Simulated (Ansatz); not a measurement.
Cost of a DFT run on ZnS

```yaml
crystal:
  lattice:
    - [3.8067088571, 0.0, 0.0]
    - [-1.9033544286, 3.2967065751, 0.0]
    - [0.0, 0.0, 62.30255671]
  atoms:
    - { symbol: Zn, position: [0.0, 0.0, 0.65005001] }
    - { symbol: Zn, position: [0.0, 0.0, 0.05002253] }
    - { symbol: Zn, position: [0.6666666667, 0.3333333333, 0.60001471] }
    - { symbol: Zn, position: [0.3333333333, 0.6666666667, 0.80005691] }
    - { symbol: Zn, position: [0.6666666667, 0.3333333333, 0.30002099] }
    - { symbol: Zn, position: [0.3333333333, 0.6666666667, 0.95001471] }
    - { symbol: Zn, position: [0.3333333333, 0.6666666667, 0.50001811] }
    - { symbol: Zn, position: [0.3333333333, 0.6666666667, 0.35005335] }
    - { symbol: Zn, position: [0.3333333333, 0.6666666667, 0.10004117] }
    - { symbol: Zn, position: [0.6666666667, 0.3333333333, 0.89999962] }
    - { symbol: Zn, position: [0.0, 0.0, 0.55000473] }
    - { symbol: Zn, position: [0.6666666667, 0.3333333333, 3.749e-05] }
    - { symbol: Zn, position: [0.6666666667, 0.3333333333, 0.45001736] }
    - { symbol: Zn, position: [0.0, 0.0, 0.40003521] }
    - { symbol: Zn, position: [0.6666666667, 0.3333333333, 0.15002924] }
    - { symbol: Zn, position: [0.0, 0.0, 0.85003509] }
    - { symbol: Zn, position: [0.0, 0.0, 0.20002785] }
    - { symbol: Zn, position: [0.3333333333, 0.6666666667, 0.70001932] }
    - { symbol: Zn, position: [0.6666666667, 0.3333333333, 0.75002794] }
    - { symbol: Zn, position: [0.3333333333, 0.6666666667, 0.25001378] }
    - { symbol: S, position: [0.6666666667, 0.3333333333, 0.33751631] }
    - { symbol: S, position: [0.0, 0.0, 0.6874764] }
    - { symbol: S, position: [0.3333333333, 0.6666666667, 0.83748474] }
    - { symbol: S, position: [0.3333333333, 0.6666666667, 0.28743651] }
    - { symbol: S, position: [0.0, 0.0, 0.23747583] }
    - { symbol: S, position: [0.6666666667, 0.3333333333, 0.03746486] }
    - { symbol: S, position: [0.3333333333, 0.6666666667, 0.38748744] }
    - { symbol: S, position: [0.0, 0.0, 0.08747985] }
    - { symbol: S, position: [0.0, 0.0, 0.88746993] }
    - { symbol: S, position: [0.3333333333, 0.6666666667, 0.98750243] }
    - { symbol: S, position: [0.6666666667, 0.3333333333, 0.48746458] }
    - { symbol: S, position: [0.3333333333, 0.6666666667, 0.73743501] }
    - { symbol: S, position: [0.3333333333, 0.6666666667, 0.53746498] }
    - { symbol: S, position: [0.6666666667, 0.3333333333, 0.78751129] }
    - { symbol: S, position: [0.6666666667, 0.3333333333, 0.63750327] }
    - { symbol: S, position: [0.0, 0.0, 0.58742362] }
    - { symbol: S, position: [0.3333333333, 0.6666666667, 0.13748779] }
    - { symbol: S, position: [0.6666666667, 0.3333333333, 0.9374193] }
    - { symbol: S, position: [0.0, 0.0, 0.43747812] }
    - { symbol: S, position: [0.6666666667, 0.3333333333, 0.18747962] }
kpoints:
  mp_grid: { grid: [8, 8, 1] }
scf:
  occupations: { method: fermi_dirac, width: 0.02 }
hamiltonian:
  xc: pbe
  pseudopotentials: { kind: paw }
output:
  forces: true
  stress: true
  populations: true
  efg:
    quadrupole_moments_barn: { Zn: 0.122, S: -0.0694 }
    contact_densities: true
```

```sh
ansatz run input.yaml --threads 1 --pin off --max-ram 3072MiB --backend cpu --events-out ev --progress --plain --runs-dir out
```

It runs on 1 thread of Intel Xeon Platinum 8259CL CPU @ 2.50GHz (Skylake/Cascade Lake) (x86_64; 16 cores open to the job, memory cap 3.0 GiB, no GPU), a shared host with a load of 0.2 a core.

**Question.** Estimate the wall time and the peak memory.

**Answer.** About 4.5 min of wall time (4.5 min of CPU time) and 2.1 GiB. The run holds 360 valence electrons in 220 bands, about 15269 plane waves a k-point and 10 irreducible k-points, and took 8 SCF iterations. Times on a shared host vary by tens of per cent.
